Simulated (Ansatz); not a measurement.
Here is an Ansatz 0.2.0 calculation.

File input.yaml:

```yaml
crystal:
  lattice:
    - [2.0915, 1.207528088, 9.7123333333]
    - [-2.0915, 1.207528088, 9.7123333333]
    - [0.0, -2.415056176, 9.7123333333]
  atoms:
    - { symbol: Bi, position: [0.60194, 0.60194, 0.60194] }
    - { symbol: Bi, position: [0.39806, 0.39806, 0.39806] }
    - { symbol: Te, position: [0.0, 0.0, 0.0] }
    - { symbol: Se, position: [0.7884, 0.7884, 0.7884] }
    - { symbol: Se, position: [0.2116, 0.2116, 0.2116] }
kpoints:
  mp_grid: { grid: [7, 7, 7] }
  band_path:
    path:
      - [0.0, 0.0, 0.0]
      - [0.5, 0.0, 0.0]
      - [0.5, 0.1769718581, -0.1769718581]
    npoints: 12
scf:
  occupations: { method: fermi_dirac, width: 0.05 }
hamiltonian:
  xc: pbesol
  pseudopotentials: { kind: all_electron, lapw: { basis_error: 0.002 } }
output:
  forces: true
  stress: true
  eigenvalues: true
```

Potentials or basis: all-electron LAPW, scalar-relativistic.

Run with:

```console
$ ansatz run input.yaml --threads 4 --pin off --max-ram 12288MiB --backend cpu --events-out ev --progress --plain --runs-dir out
```

Problem. Predict the band gap on the k mesh.

Solution. 0.43 eV, direct.

Problem. What does it give for the pressure?

Solution. 1.9 GPa.

Forces on the atoms (eV/Å):
```
Bi   0.000  0.000 -1.792
Bi   0.000  0.000  1.792
Te   0.000  0.000  0.000
Se   0.000  0.000 -0.563
Se   0.000  0.000  0.563
```

Caveat: spin-orbit coupling is left out, which as a rule narrows the gap of such compounds by several tenths of an eV; forces of over 1 eV/Å show positions far from the minimum, so gaps and moduli don't describe the material at rest. PBEsol gaps usually lie below the measured ones, often by a third to a half.
